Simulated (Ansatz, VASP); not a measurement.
## One calculation of CaS (Oldhamite), two programs

```
Ca S
1.0
     0.00000    2.81655    2.81655
     2.81655    0.00000    2.81655
     2.81655    2.81655    0.00000
Ca S
1 1
Direct
  0.00000 0.00000 0.00000
  0.50000 0.50000 0.50000
```

Alike in both runs: functional PBEsol; k mesh 8 × 8 × 8; no spin polarisation.

Ansatz relaxed the structure, and its values are those at the end. VASP's run is a single point on that final structure, the one shown.

```csv
,VASP,Ansatz
version,VASP 6.6.1,Ansatz 0.2.0
potentials or method,"VASP PAW PBE potentials, release 64 (Ca_sv, S)","scalar-relativistic, plane waves, PAW"
plane-wave cutoff (eV),520,420
occupations,"gaussian, width 0.01 eV",fixed
valence electrons in the cell,16,16
```

VASP gave:

- gap on the k mesh at the Fermi level (eV): 2.15
- least direct gap on the mesh (eV): 3.00
- pressure (GPa): 0.2

Task: Which values does Ansatz return?

Result: gap on the k mesh at the Fermi level (eV): 2.16; least direct gap on the mesh (eV): 3.00; pressure (GPa): 0.0.

Caveats: the PAW data sets were made with another functional, which shifts forces and pressure a little (VASP). A k mesh can miss the band edges.
